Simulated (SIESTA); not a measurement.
# Sn under changes of volume

One of the cells (27.901 Å³/atom); the others are scaled copies at fixed shape and fractional positions:

```
Sn
1.0
    -2.04263    2.04263    1.67176
     2.04263   -2.04263    1.67176
     2.04263    2.04263   -1.67176
Sn
1
Direct
  0.00000 0.00000 0.00000
```

This isn't the form of Sn at room conditions, which is tetragonal (white tin).

| Property | Result |
| --- | --- |
| Program | SIESTA 5.4.2 |
| Functional | PBE |
| Potentials or basis | PseudoDojo 0.4 standard (PBE files) |
| Basis | DZP (energy shift 0.002 Ry) |
| Grid cutoff | 500 Ry |
| Energy shift | 0.002 Ry |
| k mesh | 10 × 10 × 10 |
| Occupations | fermi-dirac, width 0.05 eV |
| Spin | no spin polarisation |

| volume (Å³/atom) | energy over the lowest point (meV/atom) | pressure (GPa) |
| --- | --- | --- |
| 25.712 | 46.52 | 5.6 |
| 26.259 | 30.08 | 4.3 |
| 26.806 | 17.39 | 3.2 |
| 27.901 | 3.03 | 1.2 |
| 28.448 | ? | ? |
| 28.995 | 0.00 | -0.4 |

Problem. What does the run at 28.448 Å³/atom give?

Solution. Energy over the lowest point 0.17 meV/atom; pressure 0.5 GPa.

Worked out: A Birch-Murnaghan fit of order 3 (a polynomial in V^(-2/3)) to the other rows has its minimum at 28.77 Å³/atom with B0 = V·E''(V) = 37 GPa and B' = 5.2 at fixed shape and positions, which overstates the stiffness. It gives 0.23 meV/atom at 28.448 Å³/atom, against the run's 0.17, and -dE/dV = 0.4 GPa, against 0.5.

Energies are extrapolated to zero smearing.

Caveats: semicore shells carry a single zeta, which can move pressures by several GPa and volumes by a few percent; the basis of atomic orbitals isn't converged, which shifts pressures, moduli and gaps.
